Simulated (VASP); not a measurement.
# Pd in VASP: notebook

One slab, Pd, is run at these levels: PBE+D3(BJ), PBE, RPBE, RPBE+D3(BJ); tasks: relaxation of the atoms, single point.

Program: VASP 6.6.1. These are calculated values, not measurements. Logs are shortened: lines on timing, memory, paths and dates and some standing lists are left out, and cuts for length are marked.

### Step 1. Starting point

The cell holds a slab with vacuum, 16 atoms: a = 5.501 Å, b = 5.501 Å, c = 23.238 Å, α = 90.00°, β = 90.00°, γ = 60.00°.

The cell was built by a generator and needn't be a form met in nature.

### Step 2. Relaxation of the atoms, PBE+D3(BJ)

INCAR reads:

```
SYSTEM = Pd
PREC     = Accurate       ! precision mode
ENCUT    = 400            ! plane-wave cutoff, eV
EDIFF    = 1E-7           ! SCF threshold, eV
ISMEAR   = 1              ! smearing method
SIGMA    = 0.1            ! smearing width, eV
LREAL    = Auto         
LASPH    = .TRUE.         ! aspherical terms in the spheres
NELM     = 60             ! most SCF steps
ALGO     = Normal         ! electronic algorithm
ISIF     = 2              ! what is computed and relaxed
LWAVE    = .FALSE.        ! write WAVECAR
LCHARG   = .FALSE.        ! write CHGCAR
GGA      = PE             ! functional
IVDW     = 12             ! dispersion correction
IBRION   = 2              ! ionic algorithm
NSW      = 120            ! ionic steps
EDIFFG   = -0.03          ! ionic threshold
ISYM     = 0            
KPAR     = 4
```

KPOINTS reads:

```
regular mesh
0
G
  6 6 1
  0 0 0
```

POSCAR reads:

```
Pd
1.0
    5.5012907576      0.0000000000      0.0000000000
    2.7506453788      4.7642575497      0.0000000000
    0.0000000000      0.0000000000     23.2376776414
Pd
16
Selective dynamics
Direct
    0.0000000000      0.0000000000      0.1075839005  F F F
    0.5000000000      0.0000000000      0.1075839005  F F F
    0.0000000000      0.5000000000      0.1075839005  F F F
    0.5000000000      0.5000000000      0.1075839005  F F F
    0.1666666667      0.1666666667      0.2042326527  F F F
    0.6666666667      0.1666666667      0.2042326527  F F F
    0.1666666667      0.6666666667      0.2042326527  F F F
    0.6666666667      0.6666666667      0.2042326527  F F F
    0.8333333333      0.3333333333      0.3008814049  T T T
    0.3333333333      0.3333333333      0.3008814049  T T T
    0.8333333333      0.8333333333      0.3008814049  T T T
    0.3333333333      0.8333333333      0.3008814049  T T T
    0.0000000000      0.0000000000      0.3975301570  T T T
    0.5000000000      0.0000000000      0.3975301570  T T T
    0.0000000000      0.5000000000      0.3975301570  T T T
    0.5000000000      0.5000000000      0.3975301570  T T T
```

Potentials or basis: VASP PAW PBE potentials, release 64 (Pd).

Launch:

```bash
$ cat potpaw_PBE.64/Pd/POTCAR > POTCAR
$ mpirun -np 4 vasp_std > vasp.out
```

OUTCAR:

```text
SYSTEM = Pd
   PREC = Accurate
   ENCUT = 400
   EDIFF = 1E-7
   ISMEAR = 1
   LREAL = Auto
   LASPH = .TRUE.
   NELM = 60
   ISIF = 2
   GGA = PE
   IVDW = 12
   IBRION = 2
   NSW = 120
   EDIFFG = -0.03
   ISYM = 0
 IVDW          = 12

 ion  position               nearest neighbor table
   1  0.000  0.000  0.108-   2 2.75   2 2.75   3 2.75   4 2.75   3 2.75   4 2.75   6 2.75   7 2.75
                             5 2.75
   2  0.500  0.000  0.108-   1 2.75   1 2.75   3 2.75   4 2.75   4 2.75   3 2.75   5 2.75   8 2.75
                             6 2.75
   3  0.000  0.500  0.108-   4 2.75   4 2.75   1 2.75   2 2.75   2 2.75   1 2.75   8 2.75   5 2.75
                             7 2.75
   4  0.500  0.500  0.108-   3 2.75   3 2.75   1 2.75   2 2.75   1 2.75   2 2.75   7 2.75   6 2.75
                             8 2.75
   5  0.167  0.167  0.204-   6 2.75   6 2.75   7 2.75   8 2.75   7 2.75   8 2.75  10 2.75   2 2.75
                             3 2.75   9 2.75   1 2.75  12 2.75
   6  0.667  0.167  0.204-   5 2.75   5 2.75   7 2.75   8 2.75   8 2.75   7 2.75   9 2.75   1 2.75
                             4 2.75   2 2.75  10 2.75  11 2.75
   7  0.167  0.667  0.204-   8 2.75   8 2.75   5 2.75   6 2.75   6 2.75   5 2.75  12 2.75   4 2.75
                             1 2.75  11 2.75   3 2.75  10 2.75
   8  0.667  0.667  0.204-   7 2.75   7 2.75   5 2.75   6 2.75   5 2.75   6 2.75  11 2.75   3 2.75
                             2 2.75   4 2.75  12 2.75   9 2.75
   9  0.833  0.333  0.301-  16 2.75  13 2.75  15 2.75  10 2.75  10 2.75  11 2.75  12 2.75  11 2.75
                            12 2.75   6 2.75   5 2.75   8 2.75
  10  0.333  0.333  0.301-  15 2.75  14 2.75  16 2.75   9 2.75   9 2.75  11 2.75  12 2.75  12 2.75
                            11 2.75   5 2.75   6 2.75   7 2.75
  11  0.833  0.833  0.301-  14 2.75  15 2.75  13 2.75  12 2.75  12 2.75   9 2.75  10 2.75  10 2.75
                             9 2.75   8 2.75   7 2.75   6 2.75
  12  0.333  0.833  0.301-  13 2.75  16 2.75  14 2.75  11 2.75  11 2.75   9 2.75  10 2.75   9 2.75
                            10 2.75   7 2.75   8 2.75   5 2.75
  13  0.000  0.000  0.398-  12 2.75   9 2.75  11 2.75  14 2.75  14 2.75  15 2.75  16 2.75  15 2.75
                            16 2.75
  14  0.500  0.000  0.398-  11 2.75  10 2.75  12 2.75  13 2.75  13 2.75  15 2.75  16 2.75  16 2.75
                            15 2.75
  15  0.000  0.500  0.398-  10 2.75  11 2.75   9 2.75  16 2.75  16 2.75  13 2.75  14 2.75  14 2.75
                            13 2.75
  16  0.500  0.500  0.398-   9 2.75  12 2.75  10 2.75  15 2.75  15 2.75  13 2.75  14 2.75  13 2.75
                            14 2.75

IMPORTANT INFORMATION: All symmetrisations will be switched off!
NOSYMM: (Re-)initialisation of all symmetry stuff for point group C_1.

----------------------------------------------------------------------------------------

                                     Primitive cell

  volume of cell :     609.0494

  direct lattice vectors                    reciprocal lattice vectors
     5.501290758  0.000000000  0.000000000     0.181775522 -0.104948147  0.000000000
     2.750645379  4.764257550  0.000000000     0.000000000  0.209896293  0.000000000
     0.000000000  0.000000000 23.237677641     0.000000000  0.000000000  0.043033560

  length of vectors
     5.501290758  5.501290758 23.237677641     0.209896293  0.209896293  0.043033560

  position of ions in fractional coordinates (direct lattice)
     0.000000000  0.000000000  0.107583901
     0.500000000  0.000000000  0.107583901
     0.000000000  0.500000000  0.107583901
     0.500000000  0.500000000  0.107583901
     0.166666667  0.166666667  0.204232653
     0.666666667  0.166666667  0.204232653
[... 8 lines left out ...]
     0.000000000  0.500000000  0.397530157
     0.500000000  0.500000000  0.397530157

  ion indices of the primitive-cell ions
   primitive index   ion index
                 1           1
                 2           2
                 3           3
                 4           4
                 5           5
                 6           6
[... 8 lines left out ...]
                15          15
                16          16

----------------------------------------------------------------------------------------

 KPOINTS: regular mesh

Automatic generation of k-mesh.
 Grid dimensions read from file:
 generate k-points for:    6    6    1

 Generating k-lattice:

  Cartesian coordinates                     Fractional coordinates (reciprocal lattice)
     0.030295920 -0.017491358  0.000000000     0.166666667  0.000000000  0.000000000
     0.000000000  0.034982716  0.000000000     0.000000000  0.166666667  0.000000000
     0.000000000  0.000000000  0.043033560     0.000000000  0.000000000  1.000000000

  Length of vectors
     0.034982716  0.034982716  0.043033560

  Shift w.r.t. Gamma in fractional coordinates (k-lattice)
     0.000000000  0.000000000  0.000000000

 Subroutine IBZKPT returns following result:
 ===========================================

 Found     20 irreducible k-points:

 Following reciprocal coordinates:
            Coordinates               Weight
  0.000000  0.000000  0.000000      1.000000
  0.166667  0.000000  0.000000      2.000000
  0.166667  0.166667  0.000000      2.000000
  0.000000  0.166667  0.000000      2.000000
  0.333333  0.000000  0.000000      2.000000
  0.333333  0.333333  0.000000      2.000000
[... 12 lines left out ...]
  0.500000 -0.333333  0.000000      2.000000
 -0.333333  0.333333  0.000000      2.000000
   k-points           NKPTS =     20   k-points in BZ     NKDIM =     20   number of bands    NBANDS=     96
   number of dos      NEDOS =    301   number of ions     NIONS =     16
   total plane-waves  NPLWV = 207360
   dimension x,y,z NGX =    36 NGY =   36 NGZ =  160
   dimension x,y,z NGXF=    72 NGYF=   72 NGZF=  320
   ions per type =              16
   NGX,Y,Z   is equivalent  to a cutoff of  10.88, 10.88, 11.45 a.u.
   NGXF,Y,Z  is equivalent  to a cutoff of  21.76, 21.76, 22.89 a.u.
 SYSTEM =  Pd
   PREC   = accura    normal or accurate (medium, high low for compatibility)
   ISTART =      0    job   : 0-new  1-cont  2-samecut
   ICHARG =      2    charge: 1-file 2-atom 10-const
   ISPIN  =      1    spin polarized calculation?
   LNONCOLLINEAR =      F non collinear calculations
   LSORBIT =      F    spin-orbit coupling
   LASPH  =      T    aspherical Exc in radial PAW
   ENCUT  =  400.0 eV  29.40 Ry    5.42 a.u.   8.97  8.97 37.89*2*pi/ulx,y,z
   NELM   =     60;   NELMIN=  2; NELMDL= -5     # of ELM steps
   EDIFF  = 0.1E-06   stopping-criterion for ELM
   LREAL  =      T    real-space projection
   EDIFFG = -.3E-01   stopping-criterion for IOM
   NSW    =    120    number of steps for IOM
   IBRION =      2    ionic relax: 0-MD 1-quasi-New 2-CG
   NFREE  =      1    steps in history (QN), initial steepest desc. (CG)
   ISIF   =      2    stress and relaxation
   ISYM   =      0    0-nonsym 1-usesym 2-fastsym
   POTIM  = 0.5000    time-step for ionic-motion
   TEBEG  =    0.0;   TEEND  =   0.0 temperature during run
   PSTRESS=    0.0 pullay stress
   NELECT =     160.0000    total number of electrons
   NUPDOWN=      -1.0000    fix difference up-down
   EMIN   =  10.00;   EMAX   =-10.00  energy-range for DOS
   EFERMI =   0.00;   METHOD = LEGACY
   ISMEAR =     1;   SIGMA  =   0.10  broadening in eV -4-tet -1-fermi 0-gaus
   EFERMI_NEDOS =   21; number of points for ismear=-14 and -15
   IALGO  =     38    algorithm
   IMIX   =      4    mixing-type and parameters
     AMIX     =   0.40;   BMIX     =  1.00
     AMIX_MAG =   1.60;   BMIX_MAG =  1.00
  volume/ion in A,a.u.               =      38.07       256.88
  Fermi-wavevector in a.u.,A,eV,Ry     =   1.048489  1.981357 14.957288  1.099330
  Thomas-Fermi vector in A             =   2.183413
   LORBIT       =      0    0 simple, 1 ext, 2 COOP (PROOUT), +10 PAW based schemes
   GGA     = PE    functional components
   LHFCALC =     F    Hartree Fock is set to
   AEXX    =    0.0000 exact exchange contribution
   IVDW    =    12    specifies the selected vdW correction
   LEPSILON=     F    determine dielectric tensor
   LRPA    =     F    only Hartree local field effects (RPA)
 conjugate gradient relaxation of ions
 non-spin polarized calculation
 Methfessel and Paxton  Order N= 1 SIGMA  =   0.10
  energy-cutoff  :      400.00
  volume of cell :      609.05
 maximum number of plane-waves:     11095
   NGX = 17   NGY = 17   NGZ = 75

--------------------------------------- Ionic step        1  -------------------------------------------

 number of electron     159.9999950 magnetization

 Free energy of the ion-electron system (eV)
  ---------------------------------------------------
  ext. energy  EPLUGINS =         0.00000000
  ---------------------------------------------------
  free energy    TOTEN  =       -78.99731142 eV

  energy without entropy =      -79.00444611  energy(sigma->0) =      -78.99968965

------------------------ aborting loop because EDIFF is reached ----------------------------------------

 Edisp (eV)   -8.01170

 E8    (eV) :    -3.6674

  FORCE on cell =-STRESS in cart. coord.  units (eV):
  Direction    XX          YY          ZZ          XY          YZ          ZX
  --------------------------------------------------------------------------------------
  -------------------------------------------------------------------------------------
  Total      -8.71271    -8.71265     1.03645    -0.00005    -0.00000    -0.00000
  in kB     -22.91982   -22.91965     2.72650    -0.00014    -0.00000    -0.00000
  external pressure =      -14.37 kB  Pullay stress =        0.00 kB
[... 89 lines left out ...]
  energy  without entropy=      -87.0201911606  energy(sigma->0) =      -87.01599409

--------------------------------------- Ionic step        3  -------------------------------------------

 number of electron     159.9999950 magnetization

 Free energy of the ion-electron system (eV)
  ---------------------------------------------------
  ext. energy  EPLUGINS =         0.00000000
  ---------------------------------------------------
  free energy    TOTEN  =       -79.00520505 eV

  energy without entropy =      -79.01106732  energy(sigma->0) =      -79.00715914

 E-fermi :   0.5330     XC(G=0):  -5.8561

 val. band max:        0.5192247274   @ k =   0.3333   0.3333   0.0000
 cond. band min:       0.5374016705   @ k =   0.0000   0.3333   0.0000
 fundamental gap:      0.0181769432
 Fermi energy:         0.5330333878

 k-point     1 :       0.0000    0.0000    0.0000
  band No.  band energies     occupation
      1      -6.0884      2.00000
      2      -4.9988      2.00000
      3      -4.5545      2.00000
      4      -4.5545      2.00000
      5      -4.5545      2.00000
      6      -4.5068      2.00000
[... 1889 lines left out ...]
     91       4.2446      0.00000
     92       4.2446      0.00000
 [bands above 92 left out]

------------------------ aborting loop because EDIFF is reached ----------------------------------------

 Edisp (eV)   -8.00919

 E8    (eV) :    -3.6663

  FORCE on cell =-STRESS in cart. coord.  units (eV):
  Direction    XX          YY          ZZ          XY          YZ          ZX
  --------------------------------------------------------------------------------------
  -------------------------------------------------------------------------------------
  Total      -8.84718    -8.84712     0.58101    -0.00005    -0.00000     0.00000
  in kB     -23.27357   -23.27341     1.52841    -0.00014    -0.00000     0.00000
  external pressure =      -15.01 kB  Pullay stress =        0.00 kB
[... 31 lines left out ...]
  FREE ENERGIE OF THE ION-ELECTRON SYSTEM (eV)
  ---------------------------------------------------
  free  energy   TOTEN  =       -87.0143902414 eV

  energy  without entropy=      -87.0202525109  energy(sigma->0) =      -87.01634433

 reached required accuracy - stopping structural energy minimisation
```

Wall time 20 min (4 MPI ranks of Intel Xeon Platinum 8488C (Sapphire Rapids), shared host); peak memory 0.84 GiB.

Results:

```
Free energy                : -87.0144 eV
Energy gained by relaxing  : 0.3 meV/atom
Ionic steps                : 3
Band gap on the k mesh     : none (metal or under the smearing width)
Dispersion energy per atom : -0.501 eV
```

The path:
```
step  energy change (eV)  largest force (eV/Å)  pressure (GPa)
   1              0.0000                0.1556           -1.44
   2             -0.0049                0.1205           -1.48
   3             -0.0054                0.1200           -1.50
```

Final structure:
```
Pd
1.0
     5.50129    0.00000    0.00000
     2.75065    4.76426    0.00000
     0.00000    0.00000   23.23768
Pd
16
Cartesian
  0.0000 0.0000 2.5000
  2.7506 0.0000 2.5000
  1.3753 2.3821 2.5000
  4.1260 2.3821 2.5000
  1.3753 0.7940 4.7459
  4.1260 0.7940 4.7459
  2.7506 3.1762 4.7459
  5.5013 3.1762 4.7459
  5.5013 1.5881 6.9809
  2.7506 1.5881 6.9809
  6.8766 3.9702 6.9809
  4.1260 3.9702 6.9809
  0.0000 0.0000 9.2462
  2.7506 0.0000 9.2462
  1.3753 2.3821 9.2462
  4.1260 2.3821 9.2462
```

(Continued in part 2 of 2.)
